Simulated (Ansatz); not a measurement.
A crystal relaxed with r2SCAN+rVV10 in Ansatz 0.2.0 has space group R3m:H (No. 160) and a = 4.201 Å, c = 10.291 Å.

| atom | site | x | y | z |
| --- | --- | --- | --- | --- |
| Xx | 3a | 0.0000 | 0.0000 | 0.0219 |
| S | 3a | 0.3333 | 0.6667 | 0.1892 |

With r2SCAN the gap is 0.63 eV and direct, at L. A second conduction valley, at T, lies only 0 meV higher, so their order isn't settled. The HSE06 gap is direct at L: 0.81 eV. A second conduction valley, at T, lies only 0 meV higher, so their order isn't settled. PBE gives a direct gap of 0.38 eV at L. A second conduction valley, at T, lies only 1 meV higher, so their order isn't settled. Meshes: r2SCAN 8×8×8, HSE06 6×6×6, PBE 8×8×8. r2SCAN's ε∞ is 14.4 in all directions.

**Question.** Which element is Xx?
A. Sn
B. C
C. Ge
D. Pb

**Answer.** D. Xx is Pb: PbS (R3m) from a database structure. Pb has 6 S at 2.97 Å; S has 6 Pb at 2.97 Å.

The values are computed, spin-unpolarised, and not measurements.

Spin-orbit coupling is left out; in compounds of Pb, Bi, Tl or Hg it can lower a gap by up to about 1 eV, split its edges or invert the bands.

The meshes of the hybrids are coarse, so their gaps aren't converged to the digits shown.
